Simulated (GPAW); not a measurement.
# CdSe (Fm-3m) in GPAW: notebook

The runs below take CdSe through single point, with optB88-vdW, LDA.

Everything below comes from runs of GPAW 26.7.0. Logs are shortened: lines on timing, memory, paths and dates and some standing lists are left out, and cuts for length are marked. The log counts tension as positive stress, the text compression.

## Step 1: The structure

Symmetry: Fm-3m, No. 225, cubic system. The conventional cell has a = 5.748 Å, b = 5.748 Å, c = 5.748 Å, α = 90.00°, β = 90.00°, γ = 90.00°. Cd (site symmetry m-3m) has 6 Se at 2.87 Å as nearest neighbours. Around Se (site symmetry m-3m) lie 6 Cd at 2.87 Å.

Measurements of this composition are mostly on another form, of space group No. 186.

## Step 2: Single point, optB88-vdW (volume scaled by 1.08)

Contents of run.py:

```python
import spglib
from ase import Atoms
from ase.dft.bandgap import bandgap
from ase.io import read, write
from gpaw import GPAW

atoms = read('CdSe.cif')
cell, positions, numbers = spglib.find_primitive(
    (atoms.cell[:], atoms.get_scaled_positions(), atoms.numbers), symprec=1e-4)
atoms = Atoms(numbers, cell=cell, scaled_positions=positions, pbc=True)

calc = GPAW(mode='lcao',
            h=0.2,
            basis='dz(dzp)',
            xc={'name': 'optB88-vdW', 'backend': 'libvdwxc'},
            kpts={'size': (8, 8, 8), 'gamma': True},
            occupations={'name': 'fermi-dirac', 'width': 0.05},
            convergence={'density': 1e-05, 'energy': 1e-05},
            maxiter=150,
            legacy_gpaw=True,
            txt='gpaw.txt')
atoms.calc = calc
energy = atoms.get_potential_energy()
forces = atoms.get_forces()
calc.write('gs.gpw')
write('result.traj', atoms)
print(f'Energy: {energy:.6f} eV')
print('Forces (eV/A):')
print(forces.round(4))
print('Fermi level:', round(calc.get_fermi_level(), 4), 'eV')
print(f'Gap: {bandgap(calc)[0]:.4f} eV, direct: {bandgap(calc, direct=True)[0]:.4f} eV')
```

Contents of CdSe.cif:

```cif
data_CdSe
_cell_length_a 5.89727886
_cell_length_b 5.89727886
_cell_length_c 5.89727886
_cell_angle_alpha 90.00000000
_cell_angle_beta 90.00000000
_cell_angle_gamma 90.00000000
_space_group_name_H-M_alt 'Fm-3m'
_space_group_name_Hall '-F 4 2 3'
_space_group_IT_number 225
loop_
_space_group_symop_operation_xyz
'x,y,z'
'-x,-y,-z'
'-y,x,z'
'y,-x,-z'
'-x,-y,z'
'x,y,-z'
'y,-x,z'
'-y,x,-z'
'x,-y,-z'
'-x,y,z'
'-y,-x,-z'
'y,x,z'
'-x,y,-z'
'x,-y,z'
'y,x,-z'
'-y,-x,z'
'z,x,y'
'-z,-x,-y'
'z,-y,x'
'-z,y,-x'
'z,-x,-y'
'-z,x,y'
'z,y,-x'
'-z,-y,x'
'-z,x,-y'
'z,-x,y'
'-z,-y,-x'
'z,y,x'
'-z,-x,y'
'z,x,-y'
'-z,y,x'
'z,-y,-x'
'y,z,x'
'-y,-z,-x'
'x,z,-y'
'-x,-z,y'
'-y,z,-x'
'y,-z,x'
'-x,z,y'
'x,-z,-y'
'-y,-z,x'
'y,z,-x'
'-x,-z,-y'
'x,z,y'
'y,-z,-x'
'-y,z,x'
'x,-z,y'
'-x,z,-y'
'x,y+1/2,z+1/2'
'-x,-y+1/2,-z+1/2'
'-y,x+1/2,z+1/2'
[... 62 lines left out ...]
'-z+1/2,-x,-y+1/2'
'z+1/2,-y,x+1/2'
'-z+1/2,y,-x+1/2'
'z+1/2,-x,-y+1/2'
'-z+1/2,x,y+1/2'
'z+1/2,y,-x+1/2'
'-z+1/2,-y,x+1/2'
'-z+1/2,x,-y+1/2'
'z+1/2,-x,y+1/2'
'-z+1/2,-y,-x+1/2'
'z+1/2,y,x+1/2'
'-z+1/2,-x,y+1/2'
'z+1/2,x,-y+1/2'
'-z+1/2,y,x+1/2'
'z+1/2,-y,-x+1/2'
'y+1/2,z,x+1/2'
'-y+1/2,-z,-x+1/2'
'x+1/2,z,-y+1/2'
'-x+1/2,-z,y+1/2'
'-y+1/2,z,-x+1/2'
'y+1/2,-z,x+1/2'
'-x+1/2,z,y+1/2'
'x+1/2,-z,-y+1/2'
'-y+1/2,-z,x+1/2'
'y+1/2,z,-x+1/2'
'-x+1/2,-z,-y+1/2'
'x+1/2,z,y+1/2'
'y+1/2,-z,-x+1/2'
'-y+1/2,z,x+1/2'
'x+1/2,-z,y+1/2'
'-x+1/2,z,-y+1/2'
'x+1/2,y+1/2,z'
'-x+1/2,-y+1/2,-z'
'-y+1/2,x+1/2,z'
'y+1/2,-x+1/2,-z'
'-x+1/2,-y+1/2,z'
'x+1/2,y+1/2,-z'
'y+1/2,-x+1/2,z'
'-y+1/2,x+1/2,-z'
'x+1/2,-y+1/2,-z'
'-x+1/2,y+1/2,z'
'-y+1/2,-x+1/2,-z'
'y+1/2,x+1/2,z'
'-x+1/2,y+1/2,-z'
'x+1/2,-y+1/2,z'
'y+1/2,x+1/2,-z'
'-y+1/2,-x+1/2,z'
'z+1/2,x+1/2,y'
'-z+1/2,-x+1/2,-y'
'z+1/2,-y+1/2,x'
'-z+1/2,y+1/2,-x'
'z+1/2,-x+1/2,-y'
'-z+1/2,x+1/2,y'
'z+1/2,y+1/2,-x'
'-z+1/2,-y+1/2,x'
'-z+1/2,x+1/2,-y'
'z+1/2,-x+1/2,y'
'-z+1/2,-y+1/2,-x'
'z+1/2,y+1/2,x'
'-z+1/2,-x+1/2,y'
'z+1/2,x+1/2,-y'
'-z+1/2,y+1/2,x'
'z+1/2,-y+1/2,-x'
'y+1/2,z+1/2,x'
'-y+1/2,-z+1/2,-x'
'x+1/2,z+1/2,-y'
'-x+1/2,-z+1/2,y'
'-y+1/2,z+1/2,-x'
'y+1/2,-z+1/2,x'
'-x+1/2,z+1/2,y'
'x+1/2,-z+1/2,-y'
'-y+1/2,-z+1/2,x'
'y+1/2,z+1/2,-x'
'-x+1/2,-z+1/2,-y'
'x+1/2,z+1/2,y'
'y+1/2,-z+1/2,-x'
'-y+1/2,z+1/2,x'
'x+1/2,-z+1/2,y'
'-x+1/2,z+1/2,-y'
loop_
_atom_site_label
_atom_site_type_symbol
_atom_site_symmetry_multiplicity
_atom_site_Wyckoff_symbol
_atom_site_fract_x
_atom_site_fract_y
_atom_site_fract_z
_atom_site_occupancy
Cd1 Cd 4 a 0.0000000000 0.0000000000 0.0000000000 1
Se1 Se 4 b 0.5000000000 0.0000000000 0.0000000000 1
```

Potentials or basis: GPAW PAW data sets (gpaw-data 1.2.1), lcao:dz(dzp).

Command:

```bash
OMP_NUM_THREADS=1 python run.py
```

gpaw.txt:

```text
___ ___ ___ _ _ _
 |   |   |_  | | | |
 | | | | | . | | | |
 |__ |  _|___|_____|  26.7.0
 |___|_|

Input parameters:
  basis: dz(dzp)
  convergence: {density: 1e-05,
                energy: 1e-05}
  h: 0.2
  kpts: {gamma: True,
         size: (8, 8, 8)}
  maxiter: 150
  mode: lcao
  occupations: {name: fermi-dirac,
                width: 0.05}
  xc: {backend: libvdwxc,
       name: optB88-vdW}

System changes: positions, numbers, cell, pbc, initial_charges, initial_magmoms

Initialize ...

species:
  Cd:
    name:    Cadmium
    Z:       48.0
    valence: 12
    core:    36
    charge:  0.0  # [|e|]
    compensation charges:
      type: gauss
      rc: 0.38  # [Å]
      lmax: 2
    cutoffs:
      filter: 2.12  # [Å]
      core: 2.62  # [Å]
    projectors
    | kind |    occ | energy [eV] | rcut [Å] |
    |------|--------|-------------|----------|
    |   5s |  2.000 |      -5.655 |    1.191 |
    |   5p |  0.000 |      -1.186 |    1.228 |
    |   4d | 10.000 |     -11.739 |    1.164 |
    |    s |        |      21.556 |    1.191 |
    |    p |        |      26.026 |    1.228 |
    |    d |        |      15.473 |    1.164 |

    LCAO basis set for Cd:
      Name: dz(dzp)
      File: <dir>
      Number of radial functions: 6
      Number of spherical harmonics: 18
        l=0, rc=8.5781 Bohr: 5s-sz confined orbital
        l=1, rc=12.6406 Bohr: 5p-sz confined orbital
        l=2, rc=4.9062 Bohr: 4d-sz confined orbital
        l=0, rc=5.0625 Bohr: 5s-dz split-valence wave
        l=1, rc=7.7188 Bohr: 5p-dz split-valence wave
        l=2, rc=2.9844 Bohr: 4d-dz split-valence wave
      Number of RI-basis functions 0

  Se:
    name:    Selenium
    Z:       34.0
    valence: 6
    core:    28
    charge:  0.0  # [|e|]
    compensation charges:
      type: gauss
      rc: 0.27  # [Å]
      lmax: 2
    cutoffs:
      filter: 1.77  # [Å]
      core: 2.67  # [Å]
    projectors
    | kind |    occ | energy [eV] | rcut [Å] |
    |------|--------|-------------|----------|
    |   4s |  2.000 |     -17.277 |    0.847 |
    |   4p |  4.000 |      -6.512 |    1.005 |
    |    s |        |       9.935 |    0.847 |
    |    p |        |      20.699 |    1.005 |
    |    d |        |       0.000 |    0.847 |

    LCAO basis set for Se:
      Name: dz(dzp)
      File: <dir>
      Number of radial functions: 4
      Number of spherical harmonics: 8
        l=0, rc=5.7344 Bohr: 4s-sz confined orbital
        l=1, rc=7.2656 Bohr: 4p-sz confined orbital
        l=0, rc=3.1875 Bohr: 4s-dz split-valence wave
        l=1, rc=4.2188 Bohr: 4p-dz split-valence wave
      Number of RI-basis functions 0

Reference energy: -218276.650467  # eV

Spin-paired calculation

Convergence criteria:
 Maximum [total energy] change in last 3 cyles: 1e-05 eV / valence electron
 Maximum integral of absolute [dens]ity change: 1e-05 electrons / valence electron
 Maximum integral of absolute [eigenst]ate change: 4e-08 eV^2 / valence electron
 Maximum number of scf [iter]ations: 150
 (Square brackets indicate name in SCF output, whereas a 'c' in
 the SCF output indicates the quantity has converged.)

Symmetries present (total): 48

  ( 1  0  0)  ( 1  0  0)  ( 1  0  0)  ( 1  0  0)  ( 1  0 -1)  ( 1  0 -1)
  ( 1  0 -1)  ( 1 -1  0)  ( 0  1  0)  ( 0  0  1)  ( 1  0  0)  ( 1 -1  0)
  ( 1 -1  0)  ( 1  0 -1)  ( 0  0  1)  ( 0  1  0)  ( 1 -1  0)  ( 1  0  0)

  ( 1  0 -1)  ( 1  0 -1)  ( 1 -1  0)  ( 1 -1  0)  ( 1 -1  0)  ( 1 -1  0)
  ( 0  1 -1)  ( 0  0 -1)  ( 1  0  0)  ( 1  0 -1)  ( 0 -1  1)  ( 0 -1  0)
  ( 0  0 -1)  ( 0  1 -1)  ( 1  0 -1)  ( 1  0  0)  ( 0 -1  0)  ( 0 -1  1)

  ( 0  1  0)  ( 0  1  0)  ( 0  1  0)  ( 0  1  0)  ( 0  1 -1)  ( 0  1 -1)
  ( 1  0  0)  ( 0  1 -1)  ( 0  0  1)  (-1  1  0)  ( 1  0 -1)  ( 0  1  0)
  ( 0  0  1)  (-1  1  0)  ( 1  0  0)  ( 0  1 -1)  ( 0  0 -1)  (-1  1  0)

  ( 0  1 -1)  ( 0  1 -1)  ( 0  0  1)  ( 0  0  1)  ( 0  0  1)  ( 0  0  1)
  ( 0  0 -1)  (-1  1  0)  ( 1  0  0)  ( 0  1  0)  ( 0 -1  1)  (-1  0  1)
  ( 1  0 -1)  ( 0  1  0)  ( 0  1  0)  ( 1  0  0)  (-1  0  1)  ( 0 -1  1)

  ( 0  0 -1)  ( 0  0 -1)  ( 0  0 -1)  ( 0  0 -1)  ( 0 -1  1)  ( 0 -1  1)
  ( 1  0 -1)  ( 0  1 -1)  ( 0 -1  0)  (-1  0  0)  ( 1 -1  0)  ( 0  0  1)
  ( 0  1 -1)  ( 1  0 -1)  (-1  0  0)  ( 0 -1  0)  ( 0 -1  0)  (-1  0  1)

  ( 0 -1  1)  ( 0 -1  1)  ( 0 -1  0)  ( 0 -1  0)  ( 0 -1  0)  ( 0 -1  0)
  ( 0 -1  0)  (-1  0  1)  ( 1 -1  0)  ( 0  0 -1)  ( 0 -1  1)  (-1  0  0)
  ( 1 -1  0)  ( 0  0  1)  ( 0 -1  1)  (-1  0  0)  ( 1 -1  0)  ( 0  0 -1)

  (-1  1  0)  (-1  1  0)  (-1  1  0)  (-1  1  0)  (-1  0  1)  (-1  0  1)
  ( 0  1  0)  ( 0  1 -1)  (-1  0  1)  (-1  0  0)  ( 0  0  1)  ( 0 -1  1)
  ( 0  1 -1)  ( 0  1  0)  (-1  0  0)  (-1  0  1)  ( 0 -1  1)  ( 0  0  1)

  (-1  0  1)  (-1  0  1)  (-1  0  0)  (-1  0  0)  (-1  0  0)  (-1  0  0)
  (-1  1  0)  (-1  0  0)  ( 0  0 -1)  ( 0 -1  0)  (-1  1  0)  (-1  0  1)
  (-1  0  0)  (-1  1  0)  ( 0 -1  0)  ( 0  0 -1)  (-1  0  1)  (-1  1  0)

512 k-points: 8 x 8 x 8 Monkhorst-Pack grid + [1/16,1/16,1/16]
29 k-points in the irreducible part of the Brillouin zone
       k-points in crystal coordinates                weights
   0:     0.00000000    0.00000000    0.00000000          1/512
   1:     0.12500000    0.12500000    0.00000000          6/512
   2:     0.12500000    0.12500000    0.12500000          8/512
   3:     0.25000000    0.12500000    0.12500000         12/512
   4:     0.25000000    0.25000000    0.00000000          6/512
   5:     0.25000000    0.25000000    0.12500000         24/512
   6:     0.25000000    0.25000000    0.25000000          8/512
   7:     0.37500000    0.25000000   -0.37500000         24/512
   8:     0.37500000    0.25000000    0.12500000         24/512
   9:     0.37500000    0.25000000    0.25000000         24/512
          ...
  28:     0.50000000    0.50000000    0.50000000          4/512

Wave functions: LCAO
  Diagonalizer: Serial LAPACK
  Atomic Correction: dense with blas
  Data-type: complex

Occupation numbers: Fermi-Dirac:
  width: 0.0500  # eV

Eigensolver
   LCAO using direct dense diagonalizer

Densities:
  Coarse grid: 16*16*16 grid
  Fine grid: 32*32*32 grid
  Total Charge: 0.000000

Density mixing:
  Method: separate
  Backend: msr1
  Linear mixing parameter: 0.05
  old densities: 10
  Width of damping distribution: 1.1
  Damping of long wavelength oscillations: 20

Hamiltonian:
  XC and Coulomb potentials evaluated on a 32*32*32 grid
  Using the optB88 Exchange-Correlation functional
  Interpolation: tri-quintic (5. degree polynomial)
  Poisson solver: FastPoissonSolver using
    Stencil: 12*3+1=37 point O(h^6) finite-difference Laplacian
    FFT axes: [np.int64(0), np.int64(1), np.int64(2)]
    FST axes: []

XC parameters: optB88 with libvdwxc
  Mode: serial
  Semilocal: GGA_X_OPTB88_VDW+LDA_C_PW with 2 nearest neighbor stencil
  Corresponding non-local functional: vdW-DF
  Local blocksize: 32 x 32 x 32
  PAW datasets: PBE

Number of atoms: 2
Number of atomic orbitals: 26
Number of bands in calculation: 13
Number of valence electrons: 18
Bands to converge: occupied

... initialized

Initializing position-dependent things.

Density initialized from atomic densities

                Se

       Cd

Atomic positions and initial magnetic moments

Positions:
   0 Cd     0.000000    0.000000    0.000000    ( 0.0000,  0.0000,  0.0000)
   1 Se     2.948639    2.948639    2.948639    ( 0.0000,  0.0000,  0.0000)

Unit cell:
           periodic     x           y           z      points  spacing
  1. axis:    yes    0.000000    2.948639    2.948639    16     0.2128
  2. axis:    yes    2.948639    0.000000    2.948639    16     0.2128
  3. axis:    yes    2.948639    2.948639    0.000000    16     0.2128

  Lengths:   4.170006   4.170006   4.170006
  Angles:   60.000000  60.000000  60.000000

Effective grid spacing dv^(1/3) = 0.2322

iter:   1   -61.197138        c
iter:   2   -61.153694        c -1.25
iter:   3   -60.993196        c -1.29
iter:   4   -60.989547        c -1.87
iter:   5   -60.989414        c -2.62
iter:   6   -60.989401c       c -3.34
iter:   7   -60.989401c       c -3.99
iter:   8   -60.989401c       c -4.25
iter:   9   -60.989401c       c -5.55c

Converged after 9 iterations.

Dipole moment: (-1.857053, -1.857053, -1.857053) |e|*Ang

Energy contributions relative to reference atoms: (reference = -218276.650467)

Kinetic:        +19.918586
Potential:      -17.467822
External:        +0.000000
XC:             -63.731956
Entropy (-ST):   -0.002882
Local:           +0.293231
SIC:             +0.000000
--------------------------
Free energy:    -60.990842
Extrapolated:   -60.989401

Non-local optB88 correlation energy: 1.685816
Semilocal GGA_X_OPTB88_VDW+LDA_C_PW energy: -143.677488
(Not including atomic contributions)
Showing only first 2 kpts
 Kpt  Band  Eigenvalues  Occupancy
  0     7      3.97987    1.99998
  0     8      3.97987    1.99998
  0     9      4.29562    1.98954
  0    10     13.93119    0.00000

  1     7      3.79732    2.00000
  1     8      3.79999    2.00000
  1     9      6.13273    0.00000
  1    10     11.69386    0.00000

Fermi level: 4.55801

No gap
No difference between direct/indirect transitions

Forces in eV/Ang:
  0 Cd   -0.00000    0.00000    0.00000
  1 Se   -0.00000    0.00000   -0.00000

Writing to gs.gpw (mode='')
```

Wall time 25 s (1 thread of Arm Neoverse V2, shared host); peak memory 0.14 GiB.

These settings aren't checked as converged: the numbers below hold their error.

What came out:

```
Free energy            : -60.9908 eV
Band gap on the k mesh : none (metal or under the smearing width)
```

Caveat: the real-space grid adds noise to forces; the PAW data sets were made with another functional, which shifts forces and pressure a little; the basis of atomic orbitals isn't converged, which shifts pressures, moduli and gaps.

## Step 3: Single point, LDA

Contents of POSCAR:

```
CdSe
1.0
    0.0000000000      2.8739580000      2.8739580000
    2.8739580000      0.0000000000      2.8739580000
    2.8739580000      2.8739580000      0.0000000000
Cd Se
1 1
Direct
    0.0000000000      0.0000000000      0.0000000000
    0.5000000000      0.5000000000      0.5000000000
```

Potentials or basis: the program's PAW data sets (release 1.2.1) made for this functional, pw.

Command:

```bash
OMP_NUM_THREADS=1 gpaw run POSCAR -p 'mode=PW(600),xc=LDA,kpts={size:(8,8,8),gamma:True},occupations={name:improved-tetrahedron-method},nbands=18,convergence={density:1e-05,energy:1e-05},maxiter=75,txt=gpaw.txt' --properties efs -w gs.gpw
```

Standard output:

```text
__  _  _
 | _ |_)|_||  |
 |__||  | ||/\| - 26.7.0

Input parameters:
  mode=PW(ecut=600.0),
  convergence={'density': 1e-05, 'energy': 1e-05},
  kpts=MonkhorstPack(size=[8, 8, 8], gamma=True),
  maxiter=75,
  nbands=18,
  occupations=Occupations(name='improved-tetrahedron-method'),
  xc=XC(name='LDA')

Diagonalizing LCAO Hamiltonian
Converting LCAO to pw mode

                Se

       Cd

Atoms  # Å, Bohr magnetons
|   | symbol |        x |        y |        z |    initial magnetic moments |
|---|--------|----------|----------|----------|-----------------------------|
| 0 |     Cd | 0.000000 | 0.000000 | 0.000000 | ( 0.0000,  0.0000,  0.0000) |
| 1 |     Se | 2.873958 | 2.873958 | 2.873958 | ( 0.0000,  0.0000,  0.0000) |

Unit cell  # Å
| periodic |        x |        y |        z |  lengths |    angles |
|----------|----------|----------|----------|----------|-----------|
|      yes | 0.000000 | 2.873958 | 2.873958 | 4.064390 | 60.000000 |
|      yes | 2.873958 | 0.000000 | 2.873958 | 4.064390 | 60.000000 |
|      yes | 2.873958 | 2.873958 | 0.000000 | 4.064390 | 60.000000 |

Number of symmetries: 48
Symmetry operations  # r_c * U_cc + t_c -> r_c
|    | kind |            matrix            |
|----|------|------------------------------|
|  0 |  σ   |  1, 0, 0,  1, 0,-1,  1,-1, 0 |
|  1 |  C2  |  1, 0, 0,  1,-1, 0,  1, 0,-1 |
|  2 |  E   |  1, 0, 0,  0, 1, 0,  0, 0, 1 |
|  3 |  σ   |  1, 0, 0,  0, 0, 1,  0, 1, 0 |
|  4 |  C4  |  1, 0,-1,  1, 0, 0,  1,-1, 0 |
|  5 |  S6  |  1, 0,-1,  1,-1, 0,  1, 0, 0 |
|  6 |  σ   |  1, 0,-1,  0, 1,-1,  0, 0,-1 |
|  7 |  C3  |  1, 0,-1,  0, 0,-1,  0, 1,-1 |
[... 153 lines left out ...]

poisson solver:
  ecut: 4800.0  # eV

xc functional:
  name: None

convergence criteria:
- Maximum integral of absolute [dens]ity change: 1e-05 electrons / valence electron
- Maximum [total energy] change in last 3 cyles: 1e-05 eV / valence electron
- Maximum integral of absolute [eigenst]ate change: 4e-08 eV^2 / valence electron
maximum number of iterations: 75

SCF iterations
|iter     | |      energy | eigst |  dens |
|---------|-|-------------|-------|-------|
|iter:   1| |   -7.106808 | -0.71 |       |
|iter:   2| |   -7.019462 | -2.64 | -1.19 |
|iter:   3| |   -6.717668 | -1.66 | -1.23 |
|iter:   4| |   -6.713304 | -3.78 | -1.83 |
|iter:   5| |   -6.713402 | -4.16 | -2.32 |
|iter:   6| |   -6.713351c| -5.93 | -3.13 |
|iter:   7| |   -6.713356c| -7.02 | -3.63 |
|iter:   8| |   -6.713349c| -7.60c| -4.70 |
|iter:   9| |   -6.713349c| -8.38c| -5.70c|

Converged in 9 steps
Energy contributions relative to reference atoms: (reference = -218053.140292)

Energy contributions:
  Kinetic:          11.548751
  Coulomb:         -10.326538
  Zero:              0.039668
  External:          0.000000
  Xc:               -7.975231
  Entropy:           0.000000
  Spinorbit:         0.000000
  ----------------------------
  Free energy:      -6.713349
  Extrapolated:     -6.713349

dipole moment: (-18.964370, -18.964370, -18.964370)  # |e|*Ang

Fermi level: 5.065
Eigenvalues  # (at kpt = [0.000, 0.000, 0.000])
| band index |      eig [eV] | occ [0-2] |
|------------|---------------|-----------|
|          0 |        -7.808 |     2.000 |
|        ... |               |           |
|          2 |        -2.721 |     2.000 |
|          3 |        -2.700 |     2.000 |
|          4 |        -2.700 |     2.000 |
|          5 |        -2.700 |     2.000 |
|          6 |         4.503 |     2.000 |
|          7 |         4.503 |     2.000 |
[... 8 lines left out ...]
|         16 |        15.128 |     0.000 |
|         17 |        16.918 |     0.000 |

No gap
No difference between direct/indirect transitions

Forces  # eV/Ang
|       x |       y |        z |
|---------|---------|----------|
| 0.00000 | 0.00000 |  0.00000 |  # Cd   0
| 0.00000 | 0.00000 | -0.00000 |  # Se   1

Stress tensor  # eV/Ang^3
|        x |        y |        z |
|----------|----------|----------|
| 0.039087 | 0.000000 | 0.000000 |
| 0.000000 | 0.039087 | 0.000000 |
| 0.000000 | 0.000000 | 0.039087 |

# Writing to gs.gpw (mode='')
```

Wall time 14 s (1 thread of Arm Neoverse V2, shared host); peak memory 0.15 GiB.

Results:

```
Free energy            : -6.7133 eV
Pressure               : -6.3 GPa
Band gap on the k mesh : none (metal or under the smearing width)
```
